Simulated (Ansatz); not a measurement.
# One atom moved over a plane in BaTiO₃

Level of theory: DFT r2SCAN+U, scalar-relativistic, plane waves, PAW in Ansatz. The runs took a 500 eV cutoff, a Γ-centred 6×6×6 mesh and Gaussian smearing (0.05 eV). U_eff on d shells: Ti 4 eV. No spin polarisation. Energies are free energies at this smearing, counted from the undisturbed cell; pressure is positive in compression.

The undisturbed cell (relaxed at this level; it needn't be the usual structure):

```xyz
5
Lattice="3.9951 0.0000 0.0000 0.0000 2.8425 2.8480 0.0000 -2.8425 2.8480" Properties=species:S:1:pos:R:3 pbc="T T T"
Ba    0.0000    0.0000    0.0251
Ti    1.9976    0.0000    2.9253
O     0.0000    0.0000    2.8179
O     1.9976   -1.4004    4.2251
O     1.9976    1.4004    4.2251
```

Atom 3 (O) is moved by p along (0.000, 1.000, 0.000) and q along (0.000, 0.000, 1.000) (Å), all else fixed. Points are written (p, q).

Energy above the undisturbed cell in eV/cell (a dash: not computed):

| p \ q | -0.450 | -0.225 | 0.000 | 0.225 | 0.450 |
| --- | --- | --- | --- | --- | --- |
| -0.450 | 1.30 | 0.79 | 0.65 | 0.79 | ? |
| -0.225 | 0.85 | 0.30 | ? | 0.29 | 0.74 |
| 0.000 | ? | 0.16 | 0.00 | 0.14 | 0.60 |
| 0.225 | 0.85 | 0.30 | ? | 0.29 | 0.74 |
| 0.450 | 1.30 | 0.79 | 0.65 | 0.79 | ? |

**Question.** Fill in the withheld energies.

**Answer.** (-0.450, 0.450): 1.22; (-0.225, 0.000): 0.15; (0.000, -0.450): 0.72; (0.225, 0.000): 0.15; (0.450, 0.450): 1.22.

Many cubic perovskites lower their energy by tilts or polar distortions; a scan of this one displacement doesn't rule them out.